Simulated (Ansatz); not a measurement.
# SnO2: single points about a listed cell

Aim: see how energy, forces, stress and gap of SnO2 answer to moves of single atoms, further strains and shifts, swapped elements, distortions that keep the symmetry. Nothing is relaxed unless a step says so.

Computed with Ansatz 0.2.0 (DFT PBE, scalar-relativistic, plane waves, PAW, unless a step's input says otherwise).

## Step 1: The system as given

It takes space group Fm-3m (No. 225, cubic). Conventional cell: a = 5.148 Å, b = 5.148 Å, c = 5.148 Å, α = 90.00°, β = 90.00°, γ = 90.00°. Around Sn (site symmetry m-3m) lie 8 O at 2.23 Å. Around O (site symmetry -43m) lie 4 Sn at 2.23 Å.

Structure file:

```
CELL_PARAMETERS angstrom
0.00000 2.57415 2.57415
2.57415 0.00000 2.57415
2.57415 2.57415 0.00000
ATOMIC_POSITIONS crystal
Sn 0.00000 0.00000 0.00000
O 0.25000 0.25000 0.25000
O 0.75000 0.75000 0.75000
```

The structure comes from the Materials Project (structure only).

## Step 2: A distortion that keeps the symmetry

Against the listed cell: strain xx, yy, zz, yz, xz, xy = +2.9, +2.9, +2.9, +0.0, +0.0, +0.0 %.

The input, input.yaml:

```yaml
crystal:
  lattice:
    - [0.0, 2.6480023635, 2.6480023635]
    - [2.6480023635, 0.0, 2.6480023635]
    - [2.6480023635, 2.6480023635, 0.0]
  atoms:
    - { symbol: Sn, position: [0.0, 0.0, 0.0] }
    - { symbol: O, position: [0.25, 0.25, 0.25] }
    - { symbol: O, position: [0.75, 0.75, 0.75] }
basis:
  ecutwfc: 420
kpoints:
  mp_grid: { grid: [14, 14, 14] }
hamiltonian:
  xc: pbe
scf:
  occupations: { method: gaussian, width: 0.1 }
output:
  forces: true
  stress: true
  eigenvalues: true
  populations: true
```

The run is started by

```console
> ansatz run input.yaml --threads 1 --pin off --max-ram 1331MiB --backend cpu --events-out ev --progress --plain --runs-dir out
```

## Step 3: One atom moved

The input, input.yaml:

```yaml
crystal:
  lattice:
    - [0.0, 2.57415, 2.57415]
    - [2.57415, 0.0, 2.57415]
    - [2.57415, 2.57415, 0.0]
  atoms:
    - { symbol: Sn, position: [-0.0174814987, 0.0174814987, 0.0174814987] }
    - { symbol: O, position: [0.25, 0.25, 0.25] }
    - { symbol: O, position: [0.75, 0.75, 0.75] }
basis:
  ecutwfc: 420
kpoints:
  mp_grid: { grid: [12, 12, 12] }
hamiltonian:
  xc: pbe
scf:
  occupations: { method: gaussian, width: 0.1 }
output:
  forces: true
  stress: true
  eigenvalues: true
  populations: true
```

## Step 4: A change within a subgroup

The input, input.yaml:

```yaml
crystal:
  lattice:
    - [0.0, 2.6875413075, 2.4558678075]
    - [2.4558678075, 0.0, 2.4558678075]
    - [2.4558678075, 2.6875413075, 0.0]
  atoms:
    - { symbol: Sn, position: [0.0, 0.0, 0.0] }
    - { symbol: O, position: [0.25, 0.25, 0.25] }
    - { symbol: O, position: [0.75, 0.75, 0.75] }
basis:
  ecutwfc: 420
kpoints:
  mp_grid: { grid: [12, 12, 12] }
hamiltonian:
  xc: pbe
scf:
  occupations: { method: gaussian, width: 0.1 }
output:
  forces: true
  stress: true
  eigenvalues: true
  populations: true
```

## Step 5: A distortion of lower symmetry

The input, input.yaml:

```yaml
crystal:
  lattice:
    - [-0.205932, 2.408168808, 2.408168808]
    - [2.408168808, -0.205932, 2.408168808]
    - [2.408168808, 2.408168808, -0.205932]
  atoms:
    - { symbol: Sn, position: [-0.0050124996, -0.0050124996, -0.0050124996] }
    - { symbol: O, position: [0.2455014037, 0.2455014037, 0.2455014037] }
    - { symbol: O, position: [0.7595110959, 0.7595110959, 0.7595110959] }
basis:
  ecutwfc: 420
kpoints:
  mp_grid: { grid: [12, 12, 12] }
hamiltonian:
  xc: pbe
scf:
  occupations: { method: gaussian, width: 0.1 }
output:
  forces: true
  stress: true
  eigenvalues: true
```

## Step 6: Substitution of an element, cell strained: Sn → C, first probe

The input, input.yaml:

```yaml
crystal:
  lattice:
    - [0.0, 2.2778525687, 2.2778525687]
    - [2.2778525687, 0.0, 2.2778525687]
    - [2.2778525687, 2.2778525687, 0.0]
  atoms:
    - { symbol: C, position: [0.0, 0.0, 0.0] }
    - { symbol: O, position: [0.25, 0.25, 0.25] }
    - { symbol: O, position: [0.75, 0.75, 0.75] }
basis:
  ecutwfc: 420
kpoints:
  mp_grid: { grid: [6, 6, 6] }
hamiltonian:
  xc: pbe
scf:
  occupations: { method: gaussian, width: 0.1 }
output:
  forces: true
  stress: true
  eigenvalues: true
```

## Step 7: One element swapped, cell strained: Sn → C

input.yaml, as its differences from that of step 6:

```diff
@@ -12,3 +12,3 @@
 kpoints:
-  mp_grid: { grid: [6, 6, 6] }
+  mp_grid: { grid: [16, 16, 16] }
 hamiltonian:
@@ -21 +21,2 @@
   eigenvalues: true
+  populations: true
```

## Step 8: A distortion that keeps the symmetry

The input, input.yaml:

```yaml
crystal:
  lattice:
    - [0.0, 2.527660851, 2.527660851]
    - [2.527660851, 0.0, 2.527660851]
    - [2.527660851, 2.527660851, 0.0]
  atoms:
    - { symbol: Sn, position: [0.0, 0.0, 0.0] }
    - { symbol: O, position: [0.25, 0.25, 0.25] }
    - { symbol: O, position: [0.75, 0.75, 0.75] }
basis:
  ecutwfc: 420
kpoints:
  mp_grid: { grid: [14, 14, 14] }
hamiltonian:
  xc: pbe
scf:
  occupations: { method: gaussian, width: 0.1 }
output:
  forces: true
  stress: true
  eigenvalues: true
```

## Step 9: A distortion that keeps the symmetry

input.yaml, as its differences from that of step 8:

```diff
@@ -2,5 +2,5 @@
   lattice:
-    - [0.0, 2.527660851, 2.527660851]
-    - [2.527660851, 0.0, 2.527660851]
-    - [2.527660851, 2.527660851, 0.0]
+    - [0.0, 2.5227957075, 2.5227957075]
+    - [2.5227957075, 0.0, 2.5227957075]
+    - [2.5227957075, 2.5227957075, 0.0]
   atoms:
```

Before running it: what results should come out? Wanted: for each run, case; energy; pressure; largest force.

The runs gave:

| step | case | energy (meV/atom) | pressure (GPa) | largest force (eV/Å) | gap on the mesh (eV) |
| --- | --- | --- | --- | --- | --- |
| 2 | a distortion that keeps the symmetry | +0.0 | -13.1 | 0.00 | 0.00 |
| 3 | one atom moved | -36.4* | 0.2 | 0.68 | 0.00 |
| 4 | a change within a subgroup | +53.5* | 10.9 | 0.00 | 0.00 |
| 5 | a distortion of lower symmetry | +134.7* | 27.9 | 4.00 | 1.11 |
| 7 | one element swapped, cell strained: Sn → C | n/a | -6.0 | 0.00 | 0.00 |
| 8 | a distortion that keeps the symmetry | -28.2 | 10.9 | 0.00 | 0.36 |
| 9 | a distortion that keeps the symmetry | -23.7 | 12.3 | 0.00 | 0.42 |

Energies are counted from step 2, with the smearing taken to zero; a star marks another k mesh, which can shift energies by itself, so starred rows don't rank against the others. Other atoms or functionals have another zero of energy (n/a). A gap of 0.00 means none on the mesh at this level.

Among the distorted cells of the listed formula and level the largest force, 4.00 eV/Å, acts on O3 in step 5. The pressure is 27.9 GPa in the smallest cell and -13.1 GPa in the largest; between them shape and moved atoms count too. Among the distorted cells of the listed formula and level the gap runs from none (metal) to 1.11 eV. The final runs have no spin polarisation, so no magnetic state was tried and one may lie lower.

These are semilocal Kohn-Sham gaps, which aren't the measured quantity. Such gaps usually fall short of the measured ones.
